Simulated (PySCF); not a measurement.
Compound: spiropentane, C₅H₈.
Atom-mapped SMILES: `[CH2:1]1[CH2:2][C:3]12[CH2:4][CH2:5]2` (hydrogens: H6, H7 on C1; H8, H9 on C2; H10, H11 on C4; H12, H13 on C5)

All values: B3LYP/def2-SVPD (PySCF, non-relativistic), on one gas-phase PBE0-D3(BJ)/def2-SVP geometry that isn't relaxed in the solvent. The solvent is an IEF-PCM continuum (van der Waals radii × 1.2), and excitations are vertical TDDFT with non-equilibrium linear response and a frozen core. Specific hydrogen bonds and non-electrostatic terms are outside this model.

```tsv
run	E − E(gas) (kJ/mol)	HOMO (eV)	HOMO–LUMO gap (eV)	dipole (D)	lowest singlet (eV)	static polarisability (au)
gas	0.00	-7.62	8.37	0.00	7.46	57.8
P	-3.33	-7.58	8.41	0.00	7.50	71.4
Q	-4.77	-7.58	8.43	0.00	7.52	78.3
```

The runs were made in chloroform and water. Which run belongs to which solvent?

P = chloroform, Q = water. The dielectric constants are 4.711 (chloroform), 78.36 (water), and the energy falls further as ε rises. The optical constants n² used for the excitations are 2.09, 1.78 in the same order. In this model the ground state sees the solvent through ε alone.

How constant is the ratio of the lowering to (ε − 1)/(2ε + 1)?

```csv
solvent,(ε − 1)/(2ε + 1),E − E(gas) (kJ/mol),ratio (kJ/mol),polarisation term (kJ/mol)
chloroform,0.356,-3.33,-9.4,-3.52
water,0.490,-4.77,-9.7,-5.09
```

The ratio changes by +3.9 % in size from chloroform to water. The polarisation term is half the interaction of the solute with the induced surface charges.
